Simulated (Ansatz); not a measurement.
# SnSe2 under changes of volume

One of the cells (25.726 Å³/atom); the others are scaled copies at fixed shape and fractional positions:

```
Sn Se
1.0
     3.81100    0.00000    0.00000
    -1.90550    3.30042    0.00000
     0.00000    0.00000    6.13600
Sn Se
1 2
Direct
  0.00000 0.00000 0.00000
  0.66667 0.33333 0.75100
  0.33333 0.66667 0.24900
```

- Program: Ansatz 0.2.0
- Functional: PBEsol
- Potentials or basis: Ansatz PAW
- Cutoff: 420 eV (not typed: the program's choice for these potentials)
- k mesh: 8 × 8 × 5
- Occupations: fermi-dirac, width 0.05 eV
- Spin: spin-orbit coupling, no magnetisation

| volume (Å³/atom) | energy over the lowest point (meV/atom) | pressure (GPa) | gap on the mesh (eV) | largest force (eV/Å) |
| --- | --- | --- | --- | --- |
| 24.182 | ? | ? | ? | ? |
| 24.697 | 34.05 | 6.0 | 0.74 | 1.030 |
| 25.212 | 17.87 | 4.2 | 0.71 | 0.807 |
| 25.726 | 7.19 | 2.5 | 0.69 | 0.601 |
| 26.241 | 1.40 | 1.1 | 0.66 | 0.411 |
| 26.755 | 0.00 | -0.2 | 0.63 | 0.235 |
| 27.270 | 2.52 | -1.4 | 0.61 | 0.073 |

Problem. What does the run at 24.182 Å³/atom give?

Solution. Energy over the lowest point 56.34 meV/atom; pressure 8.0 GPa; gap on the mesh 0.77 eV; largest force 1.273 eV/Å.

Worked out: A Birch-Murnaghan fit of order 3 (a polynomial in V^(-2/3)) to the other rows has its minimum at 26.67 Å³/atom with B0 = V·E''(V) = 64 GPa and B' = 4.8 at fixed shape and positions, which overstates the stiffness. It gives 56.38 meV/atom at 24.182 Å³/atom, against the run's 56.34, and -dE/dV = 8.0 GPa, against 8.0. A straight line through the other rows of the gap, of slope -1.33 eV per unit of ln V, extrapolates to 0.77 eV, against the run's 0.77.

Energies are extrapolated to zero smearing.

Caveats: odd divisions of the mesh miss points on the zone boundary, where band edges often lie, so the gap on the mesh can be too wide; this functional lacks dispersion, which binds the layers, so the pressure and a relaxed spacing across them are unreliable; the PAW data sets come from PBE, with cores solved anew for the run's functional, which leaves a small shift of forces and pressure; forces of over 1 eV/Å show positions far from the minimum, so gaps and moduli don't describe the material at rest (some runs).

A mesh can miss the band edges.
